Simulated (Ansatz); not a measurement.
# The Mo2COS MXene bilayer (AA) between two gates, part 2 of 3

Aim: screening and gap of the neutral Mo2COS MXene bilayer (AA) between oppositely charged gates.

Ansatz 0.2.0; plane-wave DFT, PBE-D3(BJ), Ansatz PAW.

So far. Step 2 (Relaxation): The lattice constant a goes from 3.025 to 3.139 Å.

### Step 3. Gated layer, displacement field 0, start network

The slab is cut off from its images along the normal. Two sheets of opposite charge stand for the gates, so the stack stays neutral in a displacement field; barriers ahead of the sheets keep electrons from leaking to them. The uncharged case sets the zero.

The cell differs from the one that the last finished run ended in (c 57.553 → 55.871 Å).

Contents of input.yaml:

```yaml
crystal:
  lattice:
    - [3.139374894, 0.0, 0.0]
    - [-1.569687447, 2.7187784102, 0.0]
    - [0.0, 0.0, 55.8712612665]
  atoms:
    - { symbol: S, position: [0.3333333333, 0.6666666667, 0.3874979642] }
    - { symbol: Mo, position: [0.6666666667, 0.3333333333, 0.4172003718] }
    - { symbol: C, position: [0.0, 0.0, 0.436998189] }
    - { symbol: Mo, position: [0.3333333333, 0.6666666667, 0.4564211418] }
    - { symbol: O, position: [0.6666666667, 0.3333333333, 0.4761688377] }
    - { symbol: S, position: [0.3333333333, 0.6666666667, 0.5239023916] }
    - { symbol: Mo, position: [0.6666666667, 0.3333333333, 0.5534832702] }
    - { symbol: C, position: [0.0, 0.0, 0.5733549483] }
    - { symbol: Mo, position: [0.3333333333, 0.6666666667, 0.5929171979] }
    - { symbol: O, position: [0.6666666667, 0.3333333333, 0.6125020358] }
  periodic: [true, true, false]
  symmetry: { detect: true }
kpoints:
  mp_grid: { grid: [30, 30, 1] }
  band_path:
    path: [[0, 0, 0], [0.5, 0, 0], [0.33333333, 0.33333333, 0], [0, 0, 0]]
    npoints: 16
hamiltonian:
  xc: pbe
  dispersion: d3bj
scf:
  occupations: { method: fermi_dirac, width: 0.05 }
  convergence: { dr2_threshold: 1.0e-10 }
output:
  forces: true
  eigenvalues: true
  dos: { projected: true, e_range: [-3, 3], de: 0.01 }
  write_potential: true
  write_density: true
  volumetric_format: npy
  elf: true
external_charges:
  - { charge: 0, barrier: 10, axis: 3, height: 38.721, sigma: 0.25 }
  - { charge: 0, barrier: 10, axis: 3, height: 17.15, sigma: 0.25 }
```

Launch:

```console
$ ansatz run input.yaml --threads 4 --pin off --max-ram 6144MiB --backend cpu --events-out ev --progress --plain --runs-dir out
```

Numbers of over 12 decimals in the logs are rounded to 6 here.

Output:

```text
[...]
Crystal: 10 atoms, lattice volume = 476.876 Å³
Basis set: ecut = 420 eV, 9235 PW (Γ), exchange–correlation on 48×48×750 points (8 copies of the dense FFT grid, shifted against one another)
Bands: 54, of which v1, the nominal top of the filled ones, is band 44 counted from 1 (43 counted from 0)
Symmetry: 6 space group operations
[...]
k-points: 91 of 900 (time reversal used)
[...]
SCF iter   1: F=—  HF=-23269.637159 eV  |F-HF|=—  |Δ(HF+E_count)|=         —  Δρ=9.69e-3  dr2=1.49e1  ethr=1.77e-3  ⟨swp⟩=14.4  Hψ=39365  notcnv=0  defer=8
[...]
SCF iter  11: F=-23269.492797 eV  HF=-23269.492797 eV  |F-HF|=7.53e-10  |Δ(HF+E_count)|=   1.81e-9  Δρ=3.50e-8  dr2=5.97e-12  ethr=1.00e-12  ⟨swp⟩=21.2  Hψ=47208  notcnv=0
SCF 1 converged in 11 iterations: F = -23269.492797 eV  dr2 = 5.97e-12
[...]
NSCF: frozen V_eff on 49 k-points
[...]
SCF converged after 11 iterations
Free energy (F): -23269.492797 eV
[...]
Internal energy: -23269.458082 eV  (E = F + TS)
E sigma→0 (E₀):  -23269.475440 eV
Entropy (-TS):   -0.034715 eV (-3.472 meV/atom)
Fermi energy:    -5.711595 eV
[...]
--- Forces (eV/Å), atoms and charges each counted from 1 ---
  atom   1  S      0.00000000    -0.00000000     0.00817166
  atom   2  Mo    -0.00000000     0.00000000     0.02078958
  atom   3  C      0.00000000    -0.00000000    -0.01679797
  atom   4  Mo     0.00000000    -0.00000000    -0.00004161
  atom   5  O     -0.00000000     0.00000000    -0.01164860
  atom   6  S     -0.00000000    -0.00000000     0.00430566
  atom   7  Mo     0.00000000     0.00000000     0.01059184
  atom   8  C      0.00000000    -0.00000000    -0.00626039
  atom   9  Mo    -0.00000000     0.00000000     0.01010388
  atom  10  O      0.00000000     0.00000000    -0.01905305
  external charge   1     0.00000000     0.00000000     0.00002801
  external charge   2     0.00000000     0.00000000    -0.00018612
  max |Σ_I F_I| component, the external charges' with the atoms': 2.89e-6 eV/Å
--- Band table (eV; the first three rows and the last of 91) ---
  k-point 0: bands = [... 40 lower, -6.6247, -6.5718, -6.5718, -6.5167, -6.5167, -6.4823, -5.3857, -5.3857, ... 6 higher]
  k-point 1: bands = [... 40 lower, -6.8075, -6.7643, -6.5449, -6.4872, -6.3609, -6.2996, -5.3696, -5.3678, ... 6 higher]
  k-point 2: bands = [... 40 lower, -7.0370, -6.9932, -6.4839, -6.4207, -6.1939, -6.1132, -5.3225, -5.3091, ... 6 higher]
  k-point 90: bands = [... 40 lower, -6.4751, -6.3345, -6.3014, -6.2427, -5.8911, -5.8094, -4.6742, -4.5480, ... 6 higher]
```

Run time: 1.8 min. Hardware: 4 threads of Intel Xeon Platinum 8259CL at 2.50GHz (Skylake/Cascade Lake), shared host; peak memory 2.1 GiB; 7.3 min of CPU time.

The column dr2 measures how far the density is from self-consistency, as an energy; F and HF (Harris–Foulkes) agree once it is small.

Numbers from this step:

```
energy at zero smearing                                                             : -23269.4754 eV
potential beyond the upper barrier and gate, less the barrier, from the Fermi level : 6.199 eV
```

Running mean over a fixed 2.5 Å (it still follows the layers) of the planar mean; beyond a gate it holds the 10 eV model barrier. Electron's electrostatic potential energy less the Fermi level against z:

```csv
z (Å),electron's electrostatic potential energy less the Fermi level (eV)
6,15.2
8,15.2
10,15.2
12,15.2
14,15.2
16,14.5
18,6.89
20,3.41
22,-8.23
24,-15.1
26,-11.4
28,0.234
30,-11.1
32,-15.7
34,-8.54
36,5.74
38,8.36
40,15.8
42,16.2
44,16.2
46,16.2
48,16.2
50,16.2
```

The density of states has structure finer than the step of the table below, so its rows give means over 0.1 eV, whole bins alone (the curve runs from -3 to 1.69 eV). Peaks (eV: height): -2.91: 11.6, -2.04: 6.93, 0.37: 16.3, 1.18: 33.8, 1.27: 15.0, 1.48: 21.1, 1.66: 15.3.

Density of states against energy, zero at the Fermi level; means over each step:

```
energy (eV)  density of states (states/eV a cell)
       -2.9                                  8.60
       -2.8                                  7.31
       -2.7                                  7.43
       -2.6                                  7.14
       -2.5                                  6.22
       -2.4                                  6.03
       -2.3                                  2.58
       -2.2                                  2.25
       -2.1                                  4.13
       -2.0                                  4.85
       -1.9                                  4.99
       -1.8                                  4.88
       -1.7                                  3.93
       -1.6                                  3.39
       -1.5                                  2.95
       -1.4                                  2.59
       -1.3                                  2.32
       -1.2                                  2.17
       -1.1                                  2.81
       -1.0                                  2.89
       -0.9                                  3.63
       -0.8                                  4.87
       -0.7                                  5.90
       -0.6                                  4.49
       -0.5                                  3.97
       -0.4                                  3.45
       -0.3                                  3.22
       -0.2                                  3.20
       -0.1                                  3.65
        0.0                                  4.21
        0.1                                  4.70
        0.2                                  5.23
        0.3                                  5.43
        0.4                                  12.7
        0.5                                  9.87
        0.6                                  7.74
        0.7                                  2.56
        0.8                                  2.27
        0.9                                  2.36
        1.0                                  3.03
        1.1                                  6.22
        1.2                                  19.7
        1.3                                  7.48
        1.4                                  15.0
        1.5                                  16.2
        1.6                                  6.89
```

Projected DOS per atom over height of the atomic layer and energy from the Fermi level. Layers: S Mo C Mo O S Mo C Mo O from below.

Ten even steps from '0' (0.03 states/eV) to '9' (3.07 states/eV), each cell a mean:
```
1505116061
1908118071
1818118171
0101001010
0101001020
0408004080
0306003060
0203002030
0102001020
0101001020
0102012020
2102121021
1101000010
0001000010
0000010000
1101011011
1101121011
2100121001
1000010000
3201232012
3201253012
6200252002
```
Columns: height of the atomic layer (Å) from 21.6 to 34.2 (not evenly spaced); rows upwards: energy from the Fermi level (eV) from -2.98 to 1.67.

The electronic bands at the labelled points (eV, zero at the Fermi level):

| point | band 41 | band 42 | band 43 | band 44 | band 45 | band 46 | band 47 | band 48 |
| --- | --- | --- | --- | --- | --- | --- | --- | --- |
| Γ | -0.91 | -0.86 | -0.86 | -0.81 | -0.81 | -0.77 | 0.33 | 0.33 |
| halfway | -2.34 | -2.18 | -0.58 | -0.53 | 0.08 | 0.27 | 0.77 | 0.83 |
| M | -2.00 | -1.94 | 0.23 | 0.25 | 0.36 | 0.37 | 1.17 | 1.19 |
| halfway | -1.49 | -1.38 | -0.01 | 0.01 | 0.20 | 0.22 | 1.14 | 1.22 |
| K | -0.76 | -0.62 | -0.59 | -0.53 | -0.18 | -0.10 | 1.04 | 1.16 |
| halfway | -1.68 | -1.55 | -1.15 | -0.98 | 0.56 | 0.62 | 1.14 | 1.15 |
| Γ | -0.91 | -0.86 | -0.86 | -0.81 | -0.81 | -0.77 | 0.33 | 0.33 |

Valence density in the ca plane at fractional y = 0.333, with atoms of Mo and O within 0.2 Å of it. It is the smooth field of the valence electrons, not physical close to the nuclei.

Ten even steps from '0' (0.0 e/Å³) to '9' (6.6 e/Å³), each cell a mean:
```
00000000000001231000000110000000001221000000
00000000000014884100002562000000014884100002
00000000000016996100003894000000016996100003
00000000000014774100001452000000014774100001
00000000000001221000000110000000001221000000
00000000000000000000110000000000000000000110
00000000000000000001110000000000000000001110
00000000000000000000000000000000000000000000
```
Columns run along c (16.0 Å, from fractional 0.32 to 0.61 of the cell), rows up along a (3.1 Å). Atoms in or near the plane, at fractional coordinates: Mo at (0.42, 0.67), O at (0.48, 0.67), Mo at (0.55, 0.67).

Electrostatic potential energy in the ca plane at fractional y = 0.333, with atoms of Mo and O within 0.2 Å of it. With pseudopotentials it is smooth inside the atoms' cores, unlike the true potential.

Ten even steps from '0' (-74 eV) to '9' (10 eV), each cell a mean:
```
99999888888888888875335777777778888888875335
99999888888888888762001578886335888888762001
99999888888888888751000578885214888888751000
99999888888888888763002678886446888888762002
99999888888888888776446777777778888888776445
99999888888888877777777777667788888877777777
99999888888888876778887776556788888877778887
99999888888888877777777777667788888877777777
```
Columns run along c (16.0 Å, from fractional 0.28 to 0.57 of the cell; values clipped at the 3rd and 97th percentile), rows up along a (3.1 Å). Atoms in or near the plane, at fractional coordinates: Mo at (0.42, 0.67), O at (0.48, 0.67), Mo at (0.55, 0.67).

ELF in the ca plane at fractional y = 0.333, with atoms of Mo and O within 0.2 Å of it. It is the smooth field of the valence electrons, not physical close to the nuclei.

Values, 5 rows by 16 columns, each cell a mean:
```
0.00 0.01 0.10 0.35 0.34 0.58 0.31 0.19 0.66 0.52 0.13 0.39 0.42 0.48 0.27 0.31
0.00 0.00 0.01 0.10 0.37 0.60 0.34 0.24 0.62 0.71 0.04 0.13 0.54 0.58 0.17 0.47
0.00 0.01 0.11 0.35 0.35 0.58 0.30 0.20 0.65 0.52 0.14 0.39 0.43 0.49 0.26 0.32
0.00 0.04 0.42 0.73 0.53 0.25 0.49 0.27 0.20 0.11 0.46 0.73 0.35 0.35 0.41 0.25
0.00 0.04 0.43 0.75 0.54 0.25 0.50 0.27 0.18 0.09 0.47 0.75 0.35 0.36 0.42 0.24
```
Columns run along c (16.0 Å, from fractional 0.32 to 0.61 of the cell), rows up along a (3.1 Å). Atoms in or near the plane, at fractional coordinates: Mo at (0.42, 0.67), O at (0.48, 0.67), Mo at (0.55, 0.67).

There is no gap.

### Step 4. Gated layer, displacement field 1.81 V/nm

input.yaml: that of step 3 with these lines changed.

```diff
@@ -32,3 +32,2 @@
   eigenvalues: true
-  dos: { projected: true, e_range: [-3, 3], de: 0.01 }
   write_potential: true
@@ -36,5 +35,6 @@
   volumetric_format: npy
-  elf: true
 external_charges:
   - { charge: 0, barrier: 10, axis: 3, height: 38.721, sigma: 0.25 }
+  - { charge: -0.008535, axis: 3, height: 40.221, sigma: 0.5 }
   - { charge: 0, barrier: 10, axis: 3, height: 17.15, sigma: 0.25 }
+  - { charge: 0.008535, axis: 3, height: 15.65, sigma: 0.5 }
```

Output:

```text
[...]
Crystal: 10 atoms, lattice volume = 476.876 Å³
Basis set: ecut = 420 eV, 9235 PW (Γ), exchange–correlation on 48×48×750 points (8 copies of the dense FFT grid, shifted against one another)
Bands: 54, of which v1, the nominal top of the filled ones, is band 44 counted from 1 (43 counted from 0)
Symmetry: 6 space group operations
[...]
k-points: 91 of 900 (time reversal used)
[...]
SCF iter   1: F=—  HF=-23284.780366 eV  |F-HF|=—  |Δ(HF+E_count)|=         —  Δρ=9.82e-2  dr2=6.17e1  ethr=3.10e-3  ⟨swp⟩=14.7  Hψ=38510  notcnv=0  defer=5
[...]
SCF iter  15: F=-23269.476808 eV  HF=-23269.476808 eV  |F-HF|=1.13e-10  |Δ(HF+E_count)|=   8.26e-9  Δρ=5.01e-8  dr2=1.35e-11  ethr=1.00e-12  ⟨swp⟩=24.9  Hψ=52377  notcnv=0
SCF 1 converged in 15 iterations: F = -23269.476808 eV  dr2 = 1.35e-11
[...]
SCF converged after 15 iterations
Free energy (F): -23269.476808 eV
[...]
Internal energy: -23269.442079 eV  (E = F + TS)
E sigma→0 (E₀):  -23269.459444 eV
Entropy (-TS):   -0.034729 eV (-3.473 meV/atom)
Fermi energy:    -5.758187 eV
[...]
--- Forces (eV/Å), atoms and charges each counted from 1 ---
  atom   1  S     -0.00000000    -0.00000000     0.00204951
  atom   2  Mo     0.00000000     0.00000000     0.03784432
  atom   3  C      0.00000000    -0.00000000    -0.02169870
  atom   4  Mo     0.00000000     0.00000000    -0.00381981
  atom   5  O      0.00000000     0.00000000    -0.01474956
  atom   6  S      0.00000000    -0.00000000     0.00171159
  atom   7  Mo     0.00000000     0.00000000     0.00114928
  atom   8  C      0.00000000     0.00000000    -0.01169763
  atom   9  Mo    -0.00000000     0.00000000     0.07676909
  atom  10  O     -0.00000000     0.00000000    -0.06735002
  external charge   1     0.00000000     0.00000000     0.00002241
  external charge   2     0.00000000     0.00000000    -0.00077248
  external charge   3     0.00000000     0.00000000    -0.00022997
  external charge   4     0.00000000     0.00000000     0.00077194
  max |Σ_I F_I| component, the external charges' with the atoms': 3.99e-8 eV/Å
--- Band table (eV; the first three rows and the last of 91) ---
  k-point 0: bands = [... 40 lower, -6.6668, -6.6235, -6.6235, -6.5592, -6.5592, -6.5268, -5.4295, -5.4295, ... 6 higher]
  k-point 1: bands = [... 40 lower, -6.8558, -6.8072, -6.5965, -6.5297, -6.4063, -6.3442, -5.4133, -5.4116, ... 6 higher]
  k-point 2: bands = [... 40 lower, -7.0879, -7.0346, -6.5352, -6.4632, -6.2392, -6.1578, -5.3660, -5.3578, ... 6 higher]
  k-point 90: bands = [... 40 lower, -6.5232, -6.3845, -6.3466, -6.2877, -5.9392, -5.8524, -4.7237, -4.5954, ... 6 higher]
```

Wall time 2.2 min (4 threads); peak memory 2 GiB; 8.7 min of CPU time.

Numbers from this step:

| Quantity | Value |
| --- | --- |
| energy at zero smearing | -23269.4594 eV |
| potential beyond the upper barrier and gate, less the barrier, from the Fermi level | 7.195 eV |

Electronic bands along the path, in eV, zero at the Fermi level:

| point | band 41 | band 42 | band 43 | band 44 | band 45 | band 46 | band 47 | band 48 |
| --- | --- | --- | --- | --- | --- | --- | --- | --- |
| Γ | -0.91 | -0.87 | -0.87 | -0.80 | -0.80 | -0.77 | 0.33 | 0.33 |
| halfway | -2.34 | -2.17 | -0.58 | -0.53 | 0.07 | 0.27 | 0.78 | 0.83 |
| M | -2.01 | -1.94 | 0.23 | 0.26 | 0.36 | 0.37 | 1.17 | 1.19 |
| halfway | -1.50 | -1.38 | -0.01 | 0.02 | 0.20 | 0.22 | 1.14 | 1.22 |
| K | -0.77 | -0.63 | -0.59 | -0.53 | -0.18 | -0.09 | 1.03 | 1.16 |
| halfway | -1.69 | -1.55 | -1.15 | -0.98 | 0.56 | 0.63 | 1.14 | 1.16 |
| Γ | -0.91 | -0.87 | -0.87 | -0.80 | -0.80 | -0.77 | 0.33 | 0.33 |

Force by atom:

```csv
atom,x (eV/Å),y (eV/Å),z (eV/Å),size
S1,0.0000,0.0000,0.0020,0.0020
Mo2,0.0000,0.0000,0.0378,0.0378
C3,0.0000,0.0000,-0.0217,0.0217
Mo4,0.0000,0.0000,-0.0038,0.0038
O5,0.0000,0.0000,-0.0147,0.0147
S6,0.0000,0.0000,0.0017,0.0017
Mo7,0.0000,0.0000,0.0011,0.0011
C8,0.0000,0.0000,-0.0117,0.0117
Mo9,0.0000,0.0000,0.0768,0.0768
O10,0.0000,0.0000,-0.0674,0.0674
```

There is no gap.

Of the bands kept, 4 cross the Fermi level on this path.

### Step 5. Gated layer, displacement field -1.81 V/nm

input.yaml: that of step 4 with these lines changed.

```diff
@@ -37,4 +37,4 @@
   - { charge: 0, barrier: 10, axis: 3, height: 38.721, sigma: 0.25 }
-  - { charge: -0.008535, axis: 3, height: 40.221, sigma: 0.5 }
+  - { charge: 0.008535, axis: 3, height: 40.221, sigma: 0.5 }
   - { charge: 0, barrier: 10, axis: 3, height: 17.15, sigma: 0.25 }
-  - { charge: 0.008535, axis: 3, height: 15.65, sigma: 0.5 }
+  - { charge: -0.008535, axis: 3, height: 15.65, sigma: 0.5 }
```

Output:

```text
[...]
Crystal: 10 atoms, lattice volume = 476.876 Å³
Basis set: ecut = 420 eV, 9235 PW (Γ), exchange–correlation on 48×48×750 points (8 copies of the dense FFT grid, shifted against one another)
Bands: 54, of which v1, the nominal top of the filled ones, is band 44 counted from 1 (43 counted from 0)
Symmetry: 6 space group operations
[...]
k-points: 91 of 900 (time reversal used)
[...]
--- Band table (eV; the first three rows and the last of 91) ---
  k-point 0: bands = [... 40 lower, -6.5858, -6.5236, -6.5236, -6.4762, -6.4762, -6.4401, -5.3447, -5.3447, ... 6 higher]
  k-point 1: bands = [... 40 lower, -6.7634, -6.7227, -6.4968, -6.4468, -6.3193, -6.2568, -5.3287, -5.3268, ... 6 higher]
  k-point 2: bands = [... 40 lower, -6.9894, -6.9540, -6.4360, -6.3804, -6.1524, -6.0705, -5.2819, -5.2652, ... 6 higher]
  k-point 90: bands = [... 40 lower, -6.4299, -6.2876, -6.2587, -6.2001, -5.8458, -5.7691, -4.6277, -4.5032, ... 6 higher]
[key lines of the parts left out:]
SCF converged after 15 iterations
Free energy (F): -23269.493439 eV
Fermi energy:    -5.667844 eV
```

Wall time 2.2 min (4 threads); peak memory 2 GiB.

There is no gap.

### Step 6. Gated layer, displacement field 3.62 V/nm

input.yaml: that of step 5 with these lines changed.

```diff
@@ -37,4 +37,4 @@
   - { charge: 0, barrier: 10, axis: 3, height: 38.721, sigma: 0.25 }
-  - { charge: 0.008535, axis: 3, height: 40.221, sigma: 0.5 }
+  - { charge: -0.017071, axis: 3, height: 40.221, sigma: 0.5 }
   - { charge: 0, barrier: 10, axis: 3, height: 17.15, sigma: 0.25 }
-  - { charge: -0.008535, axis: 3, height: 15.65, sigma: 0.5 }
+  - { charge: 0.017071, axis: 3, height: 15.65, sigma: 0.5 }
```

Output:

```text
[...]
Crystal: 10 atoms, lattice volume = 476.876 Å³
Basis set: ecut = 420 eV, 9235 PW (Γ), exchange–correlation on 48×48×750 points (8 copies of the dense FFT grid, shifted against one another)
Bands: 54, of which v1, the nominal top of the filled ones, is band 44 counted from 1 (43 counted from 0)
Symmetry: 6 space group operations
[...]
k-points: 91 of 900 (time reversal used)
[...]
--- Band table (eV; the first three rows and the last of 91) ---
  k-point 0: bands = [... 40 lower, -6.7123, -6.6785, -6.6785, -6.6041, -6.6041, -6.5737, -5.4762, -5.4762, ... 6 higher]
  k-point 1: bands = [... 40 lower, -6.9079, -6.8520, -6.6513, -6.5746, -6.4557, -6.3905, -5.4599, -5.4583, ... 6 higher]
  k-point 2: bands = [... 40 lower, -7.1419, -7.0785, -6.5897, -6.5082, -6.2883, -6.2044, -5.4132, -5.4086, ... 6 higher]
  k-point 90: bands = [... 40 lower, -6.5744, -6.4377, -6.3945, -6.3353, -5.9904, -5.8982, -4.7764, -4.6453, ... 6 higher]
[key lines of the parts left out:]
SCF converged after 15 iterations
Free energy (F): -23269.445481 eV
Fermi energy:    -5.807692 eV
```

Run time: 2.2 min. Hardware: 4 threads; peak memory 2 GiB.

The electronic bands at the labelled points (eV, zero at the Fermi level):

```
  point  band 41  band 42  band 43  band 44  band 45  band 46  band 47  band 48
      Γ    -0.90    -0.87    -0.87    -0.80    -0.80    -0.77     0.33     0.33
halfway    -2.33    -2.16    -0.59    -0.53     0.07     0.27     0.78     0.83
      M    -2.02    -1.94     0.23     0.26     0.36     0.37     1.17     1.19
halfway    -1.50    -1.37    -0.01     0.02     0.20     0.23     1.14     1.22
      K    -0.77    -0.63    -0.59    -0.53    -0.18    -0.09     1.03     1.16
halfway    -1.69    -1.54    -1.16    -0.98     0.55     0.63     1.13     1.16
      Γ    -0.90    -0.87    -0.87    -0.80    -0.80    -0.77     0.33     0.33
```

There is no gap.

Of the bands kept, 4 cross the Fermi level on this path.

(Continued in part 3 of 3.)

[Logs are printed without paths, hosts, clocks, repeated set-up lines and the standing remarks that a program may print on its own settings, such as how far it seeks lower states.]

[Hosts, paths, dates, database ids (printed as entryN), source tags and the programs' standing remarks are cut or masked in the printed files.]

[Maps of the electrostatic potential energy from Ansatz leave out the sawtooth potential of an applied field or a dipole correction, so their vacuum need not be flat; planar profiles and work functions include it.]

[The density of states shown here was stored with 400 of the rows of the run's finer table, so its peaks can read low, often by over a quarter, or be missed, and its means over a window can be off by a tenth or more.]
